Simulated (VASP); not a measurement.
Here is a VASP 6.6.1 calculation.

Contents of INCAR:

```
SYSTEM = Al
ALGO = Normal ; EDIFF = 1E-6
EDIFFG = -0.02 ; ENCUT = 600
GGA = PS ; IBRION = 2
ISIF = 3 ; ISMEAR = -1
LASPH = .TRUE. ; LCHARG = .FALSE.
LREAL = .FALSE. ; LWAVE = .FALSE.
NELM = 60 ; NSW = 40
PREC = Accurate ; SIGMA = 0.05
```

The input KPOINTS:

```
k-points
0
G
  11 11 11
  0 0 0
```

POSCAR

```
Al
1.0
    0.0000000000      2.0248050000      2.0248050000
    2.0248050000      0.0000000000      2.0248050000
    2.0248050000      2.0248050000      0.0000000000
Al
1
Direct
    0.0000000000      0.0000000000      0.0000000000
```

Potentials or basis: VASP PAW PBE potentials, release 64 (Al).

Run with:

```bash
$ cat potpaw_PBE.64/Al/POTCAR > POTCAR
$ mpirun -np 1 vasp_std > vasp.out
```

Q: Estimate the relaxed volume.

A: 16.22 Å³/atom.

Q: Estimate the relaxed cell.

A: a = 2.841 Å, b = 2.841 Å, c = 2.841 Å, α = 60.00°, β = 60.00°, γ = 60.00°.

Step by step:
```tsv
step	energy change (eV)	largest force (eV/Å)	pressure (GPa)	volume (Å³)
1	0.0000	0.0000	-1.87	16.60
2	-0.0022	0.0000	0.39	16.14
3	-0.0023	0.0000	0.00	16.22
```

Caveat: the PAW data sets were made with another functional, which shifts forces and pressure a little.

The cell as given is a measured one (16.60 Å³/atom); PBEsol puts the equilibrium volume -2.3 % from it, thermal expansion not counted.
